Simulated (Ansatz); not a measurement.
Results of PBEsol (Ansatz, a program for electronic structure, PAW) for cubic perovskite BaSnO3.

Run with plane-wave cutoff 500 eV, 8×8×8 k mesh, gaussian smearing 0.02 eV, scalar-relativistic PAW data made under PBE.

Cell (relaxed at this level):

```
BaSnO3
1.0
    4.12244     0.00000     0.00000
    0.00000     4.12244     0.00000
    0.00000     0.00000     4.12244
Ba Sn O
1 1 3
Cartesian
  0.00000   0.00000   0.00000
  2.06122   2.06122   2.06122
  2.06122   0.00000   2.06122
  0.00000   2.06122   2.06122
  2.06122   2.06122   0.00000
```

Q: Predict the band gap.

A: 
- band gap: 0.85 eV (on the SCF k mesh)

Measured, for comparison: band gap 2.95 eV (temperature not stated, not corrected to a static lattice, indirect, from the absorption edge of a single crystal; as tabulated in Kim et al. (2012), arXiv:1207.0764).

Spin–orbit coupling is not included.

The computed numbers hold no vibrational or temperature effects.

The result took about 19 core-seconds (a rough figure).
